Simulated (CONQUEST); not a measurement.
## Ag under changes of volume

One of the cells (17.806 Å³/atom); the others are scaled copies at fixed shape and fractional positions:

```
CELL_PARAMETERS angstrom
2.93000 0.00000 0.00000
0.00000 4.79000 0.00000
0.00000 0.00000 5.07491
ATOMIC_POSITIONS crystal
Ag 0.00000 0.75000 0.33333
Ag 0.50000 0.75000 0.83333
Ag 0.00000 0.25000 0.66667
Ag 0.50000 0.25000 0.16667
```

This isn't the form of Ag at room conditions, which is fcc.

```yaml
Program: CONQUEST 1.3
Functional: PBE
Potentials_or_basis: PseudoDojo NC PBE, DZP, grid of 32 × 48 × 48 points
k_mesh: 9 × 6 × 5
Occupations: fermi-dirac, width 0.05 eV
Spin: no spin polarisation
```

```tsv
volume (Å³/atom)	energy over the lowest point (meV/atom)	pressure (GPa)	largest force (eV/Å)
16.738	31.71	8.3	0.004
17.094	16.32	5.7	0.007
17.450	6.21	3.3	0.006
17.806	1.05	1.3	0.007
18.162	0.00	-0.4	0.004
18.518	2.52	-2.1	0.005
18.875	?	?	?
```

Q: What does the run at 18.875 Å³/atom give?

A: Energy over the lowest point 8.48 meV/atom; pressure -3.3 GPa; largest force 0.010 eV/Å.

Worked out: A Birch-Murnaghan fit of order 3 (a polynomial in V^(-2/3)) to the other rows has its minimum at 18.08 Å³/atom with B0 = V·E''(V) = 85 GPa and B' = 6.0 at fixed shape and positions, which overstates the stiffness. It gives 8.26 meV/atom at 18.875 Å³/atom, against the run's 8.48, and -dE/dV = -3.2 GPa, against -3.3.

Energies are extrapolated to zero smearing.

Caveats: the basis of atomic orbitals isn't converged, which shifts pressures, moduli and gaps.
